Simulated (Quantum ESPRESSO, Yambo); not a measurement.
# AgBr (Bromargyrite): G0W0 with Yambo, start to end, part 3 of 3

Wanted: ground state, empty states, screening and self-energy for AgBr (Bromargyrite).

Quantum ESPRESSO 7.5 and Yambo 5.3.0; PBE and many-body steps on it, plane waves. Known limits of the many-body steps: not at the basis limit; d shell near the gap, gap tends to lie low; no spin-orbit coupling; coarse k mesh.

So far. Step 3 (Bands along the symmetry lines): The gap is 0.676 eV, as in the run before at this level. Step 4 (Empty states on the mesh, 4×4×4 mesh, 127 bands): On this mesh the gap is 0.676 eV.

## (6) Screening and self-energy, 4×4×4 mesh, 127 bands, screening to 163.3 eV

Now the one-shot GW correction: screening in the RPA, then the self-energy of the levels asked for.

This step: G0W0 on PBE, plane waves, norm-conserving pseudopotentials.

Input file gw1.in:

```
HF_and_locXC
gw0
dyson
ppa
em1d
rim_cut
RandQpts= 1000000
RandGvec= 1 RL
EXXRLvcs= 76 Ry
VXCRLvcs= 304 Ry
Chimod= "HARTREE"
% BndsRnXp
 1 | 127 |
%
NGsBlkXp= 12 Ry
% LongDrXp
 1 | 1 | 1 |
%
% GbndRnge
 1 | 127 |
%
DysSolver= "n"
ExtendOut
PPAPntXp= 27.21138 eV
% QPkrange
 3 | 3 | 17 | 20 |
 1 | 1 | 17 | 20 |
%
```

Command:

```bash
$ OMP_NUM_THREADS=1 mpirun -n 4 yambo -F gw1.in -J gw1 -C gw1 > gw1.log
```

Log:

```text
 Yambo, version 5.3.0

 [02] CORE Variables Setup
 =========================

  [... cell, symmetries and grids as in the set-up ...]

  [02.05] Energies & Occupations
  ==============================

  [X] === General ===
  [X] Electronic Temperature                        :  0.000000  0.000000 [eV K]
  [X] Bosonic    Temperature                        :  0.000000  0.000000 [eV K]
  [X] Finite Temperature mode                       : no
  [X] El. density                                   :  0.74786E+24 [cm-3]
  [X] Fermi Level                                   :  9.392987 [eV]

  [X] === Gaps and Widths ===
  [X] Conduction Band Min                           :  0.676466 [eV]
  [X] Valence Band Max                              :  0.000000 [eV]
  [X] Filled Bands                                  :  18
  [X] Empty Bands                                   :   19  127
  [X] Direct Gap                                    :  2.544364 [eV]
  [X] Direct Gap localized at k                     :  1
  [X] Indirect Gap                                  :  0.676466 [eV]
  [X] Indirect Gap between kpts                     :  3  1
  [X] Last valence band width                       :  2.238986 [eV]
  [X] 1st conduction band width                     :  4.251732 [eV]

 [03] Transferred momenta grid and indexing
 ==========================================

 IBZ Q-points                                      :   8
 BZ  Q-points                                      :   64

 K/Q-points units:
 rlu = crystal or reduced units; cc = cartesian coordinates; iku = interal k-units

 Q [1]          [rlu]:  0.000000  0.000000  0.000000
 Q [2]          [rlu]:  0.87369E-17  0.87369E-17  0.25000
 Q [3]          [rlu]: -0.17474E-16 -0.17474E-16 -0.50000
 Q [4]          [rlu]:  0.37208E-17  0.25000      0.25000
 Q [5]          [rlu]:  0.80005E-17  0.25000      0.50000
 Q [6]          [rlu]: -0.17474E-16  0.25000     -0.25000
 Q [7]          [rlu]: -0.74416E-17 -0.50000     -0.50000
 Q [8]          [rlu]:  0.250000 -0.500000 -0.250000

 [04] Coloumb potential Random Integration (RIM)
 ===============================================

  [04.01] RIM initialization
  ==========================

  * Diagonal components only detected *

  8 x (sBL volume)        :  0.095449 [a.u.]
  sBZ random points       :  1000000
  Points outside the sBZ  :   7968281
  RL volume               :  0.763589 [a.u.]
  Integrated volume       :  0.766629 [a.u.]

  [04.02] RIM integrals
  =====================

  Gamma point sphere radius             :  0.082897 [a.u.]
  Points outside the sphere             :   800476
  [Int_sBZ(q=0) 1/q^2]*(Vol_sBZ)^(-1/3) =:  7.776341
                                 should be <:  7.795600

  Summary of Coulomb integrals for non-metallic bands |Q|[au] RIM/Bare

  Q [1] 0.100000E-4 0.997530 * Q [2] 0.249326 1.068862
  Q [4] 0.287897 1.068048 * Q [6] 0.407147 1.029920
  Q [5] 0.477423 1.023247 * Q [3] 0.498652 1.020326
  Q [7] 0.575793 1.016898 * Q [8] 0.643756 1.013869

 [05] Dipoles
 ============

  [05.01] Setup: observables and procedures
  =========================================

 [06] Dynamic Dielectric Matrix (PPA)
 ====================================

 [WR./gw1//ndb.pp]---------------------------------------------------------------
  Brillouin Zone Q/K grids (IBZ/BZ)                :    8   64    8   64
  RL vectors                                       :   4477 [WF]
  Coulomb cutoff potential                         : none
  Electronic Temperature                           :  0.000000 [K]
  Bosonic    Temperature                           :  0.000000 [K]
  PPA    diel. fun.  energies                      : Perdew, Burke & Ernzerhof(X)+Perdew, Burke & Ernzerhof(C)
  wavefunctions                                    : Perdew, Burke & Ernzerhof(X)+Perdew, Burke & Ernzerhof(C)
  Global Gauge                                     : length
  X matrix size                                    :  283
  X band range                                     :    1  127
  X e/h energy range                               : -1.000000 -1.000000 [eV]
  X Time ordering                                  : R
  X Hxc Kernel                                     : HARTREE
  X Drude frequency                                :  0.000000  0.000000
  X poles                                          :  100.0000 [o/o]
  RL vectors in the sum                            :   4477
  [r,Vnl] included                                 : yes
  Field direction                                  :  0.577350E-5  0.577350E-5  0.577350E-5
  BZ energy Double Grid                            : no
  BZ energy DbGd points                            : 0
  BZ Q point size factor                           : -1.000000
  X Optical Averaged directions                    : none

 [07] Local Exchange-Correlation + Non-Local Fock
 ================================================

 [VXC] Plane waves :  29123
 [EXS] Plane waves :   3719

 QP @ state[ 1 ] K range:  1  1
 QP @ state[ 1 ] b range:  17  20
 QP @ state[ 2 ] K range:  3  3
 QP @ state[ 2 ] b range:  17  20

 [xc] Functional : Perdew, Burke & Ernzerhof(X)+Perdew, Burke & Ernzerhof(C)
 [xc] LIBXC used to calculate xc functional
  PP Number of Atomic Species                      :  2
  NLCC RL compoments                               :  29123
  PP Number of Atomic Species                      :  2
  NLCC RL compoments                               :  29123

 [xc] E_xc :  -26.50061 [Ha]
      E_xc :  -53.00121 [Ry]

  Local XC kind (lXC) : Perdew, Burke & Ernzerhof(X)+Perdew, Burke & Ernzerhof(C)
  Non-Local XC kind (nlXC) : Hartree-Fock

  Corrections @ K [1] :  [eV]
 <17|nlXC|17> = -19.83227 -0.12793E-18 <17|lXC|17> = -14.89958  0.94408E-16
 <18|nlXC|18> = -19.83222  0.59767E-17 <18|lXC|18> = -14.89959  0.000000
 <19|nlXC|19> = -7.859712 -0.10642E-17 <19|lXC|19> = -11.58100 -0.37763E-15
 <20|nlXC|20> = -6.472508  0.19671E-17 <20|lXC|20> = -11.58768 -0.18882E-15

  Corrections @ K [3] :  [eV]
 <17|nlXC|17> = -26.10638  0.58399E-17 <17|lXC|17> = -20.90963  0.47204E-16
 <18|nlXC|18> = -26.10637  0.50458E-18 <18|lXC|18> = -20.90963 -0.47204E-16
 <19|nlXC|19> = -5.384865  0.43303E-17 <19|lXC|19> = -9.309766 -0.47204E-16
 <20|nlXC|20> = -9.471653 -0.82204E-18 <20|lXC|20> = -14.51292 -0.27290E-16

 [08] Dyson equation: Newton solver
 ==================================

  [08.01] G0W0 (W PPA)
  ====================

  [  GW  ] Bands range     :    1  127
  [GW/PPA] G damping       :  0.100000 [eV]

  QP @ state[ 1 ] K range:  1  1
  QP @ state[ 1 ] b range:  17  20
  QP @ state[ 2 ] K range:  3  3
  QP @ state[ 2 ] b range:  17  20

   Sc/G bands                                       :    1  127
   Sc/G damping                                     :  0.100000 ev
   Sc bands terminator                              : no
   Sx RL components                                 :   3719

   QP @ state[ 1 ] K range                          :  1  1
   QP @ state[ 1 ] b range                          :  17  20
   QP @ state[ 2 ] K range                          :  3  3
   QP @ state[ 2 ] b range                          :  17  20
   GF energies kind                                 : Perdew, Burke & Ernzerhof(X)+Perdew, Burke & Ernzerhof(C)
   GF WF`s kind                                     : Perdew, Burke & Ernzerhof(X)+Perdew, Burke & Ernzerhof(C)
   Xs energies kind                                 : Perdew, Burke & Ernzerhof(X)+Perdew, Burke & Ernzerhof(C)
   Xs WF`s kind                                     : Perdew, Burke & Ernzerhof(X)+Perdew, Burke & Ernzerhof(C)

 [11] Game Over & Game summary
```

The job ended after 2.2 min (4 MPI ranks of Arm Neoverse V1, shared host; peak memory 1.6 GiB; 8.7 min of CPU time).

This step gave:

```yaml
g0w0_gap_on_the_points_computed: 2.041 eV
starting_gap_on_the_mesh: 0.6765 eV
k_of_the_valence_top: 0, 0, -0.5
k_of_the_conduction_bottom: 0, 0, 0
least_direct_g0w0_gap_on_the_computed_points: 4.431 eV
z_at_the_valence_top: 0.8020
z_at_the_conduction_bottom: 0.8281
```

The gap on the mesh goes from 0.68 eV to 2.04 eV, a correction of +1.36 eV.

Limits: finite bands, cutoff and mesh; d shell near the gap, gap tends to lie low; no spin-orbit coupling; coarse k mesh. v1 is the top filled band, c1 the lowest empty one. The levels before and after the correction (eV, zero at the valence-band top of each column):

```csv
,conduction bottom,valence top
Kohn-Sham,0.68,0.00
G0W0,2.04,0.00
```

```csv
,level,energy (eV)
Kohn-Sham,Γ v2-v1,-1.868
Kohn-Sham,Γ c1,0.676
Kohn-Sham,Γ c2,9.933
Kohn-Sham,(0 0 -0.5) v2-v1,0.000
Kohn-Sham,(0 0 -0.5) c1,3.790
Kohn-Sham,(0 0 -0.5) c2,6.489
G0W0,Γ v2-v1,-2.389
G0W0,Γ c1,2.041
G0W0,Γ c2,11.866
G0W0,(0 0 -0.5) v2-v1,0.000
G0W0,(0 0 -0.5) c1,5.141
G0W0,(0 0 -0.5) c2,7.977
```

## (7) Where the time went

Times are wall times on the hardware named with each run, good to a factor of about two.

```csv
step,time,share,memory (GiB)
ground state,7.1 s,5 %,0.27
bands along the symmetry lines,5.3 s,3 %,0.23
empty states on the mesh,8.3 s,5 %,0.35
conversion and set-up,2.5 s,2 %,0.25
screening and self-energy,2.2 min,85 %,1.6
```

## (8) Summary of results

```
PBE gap              : 0.68 eV, indirect
G0W0 gap on the mesh : 2.04 eV
GW settings          : 4×4×4 mesh, 127 bands, screening to 163.3 eV, Godby-Needs plasmon pole
known limits         : not at the basis limit; d shell near the gap, gap tends to lie low; no spin-orbit coupling; coarse k mesh
```

**Reading.** G0W0 moves the gap on the mesh from 0.68 eV to 2.04 eV (+1.36 eV), with Z of 0.80 and 0.83 at the edges. Only 2 of the mesh's irreducible points were corrected, so a valley elsewhere could overtake. The dearest step here is «screening and self-energy». Bands and cutoff are finite, so the gap is not at the basis limit. The miss can reach some tenths of an eV and take either sign; the mesh is an error of its own. In the G0W0 run levels were corrected at 2 k points alone, so a gap called «on the mesh» is the least over those, and an edge elsewhere would be missed. The 4×4×4 mesh is coarse for this cell, which bears on the long-range parts of exchange and screening. A d shell, filled or nearly so, lies near the gap. One-shot GW converges very slowly in bands there, not always from below, and on a semilocal start the gap tends to come out low; starts rich in exact exchange can overshoot instead. The many-body steps are scalar-relativistic: spin-orbit coupling is not in them.

[Paths, hosts, dates, memory and timing lines, banners, echoed tables and standing remarks are left out of the program output.]

[Logs are printed without paths, hosts, clocks, repeated set-up lines and the standing remarks that a program may print on its own settings, such as how far it seeks lower states.]

[Runs of the session that timed out or met a known fault of the program may be left out.]

[Hosts, paths, dates, database ids (printed as entryN), source tags and the programs' standing remarks are cut or masked in the printed files.]
